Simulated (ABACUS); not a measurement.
La:

```
CELL_PARAMETERS angstrom
3.75000 0.00000 0.00000
-1.87500 3.24760 0.00000
0.00000 0.00000 6.07000
ATOMIC_POSITIONS crystal
La 0.66667 0.33333 0.75000
La 0.33333 0.66667 0.25000
```

This isn't the form of La at room conditions, which is double hcp.

* Program: ABACUS 3.10.1
* Task: relaxation of cell and atoms
* Functional: PBE
* Dispersion: D3(BJ)+ABC
* Potentials or basis: PseudoDojo NC SR 0.4.1 PBE standard
* Cutoff: 1510 eV
* Density cutoff: 6041 eV
* Basis: plane waves
* k mesh: 6 × 6 × 4
* Occupations: fermi-dirac, width 0.05 eV
* Spin: no spin polarisation

At the start: pressure -1.1 GPa; volume 36.96 Å³/atom.

How do energy, volume and symmetry change on relaxing?

Over 5 steps the energy falls by 5.9 meV/atom and the volume is 35.30 Å³/atom (-4.5 %); space group P6_3/mmc (No. 194, to 0.05 Å).

Step by step:
| step | energy change (eV) | largest force (eV/Å) | pressure (GPa) | volume (Å³) |
| --- | --- | --- | --- | --- |
| 1 | 0.0000 | 0.0000 | -1.09 | 73.92 |
| 2 | -0.0113 | 0.0000 | -0.19 | 71.17 |
| 3 | -0.0117 | 0.0000 | 0.02 | 70.58 |
| 4 | -0.0117 | 0.0000 | 0.01 | 70.59 |
| 5 | -0.0117 | 0.0000 | 0.00 | 70.60 |

Final structure:
```yaml
crystal:
  lattice:
    - [3.68309, 0.00000, 0.00000]
    - [-1.84155, 3.18965, 0.00000]
    - [0.00000, 0.00000, 6.00939]
  atoms:
    - { symbol: La, position: [0.66667, 0.33333, 0.75000] }
    - { symbol: La, position: [0.33333, 0.66667, 0.25000] }
```

Caveat: pairwise dispersion overbinds metals, which lowers pressure and volume.
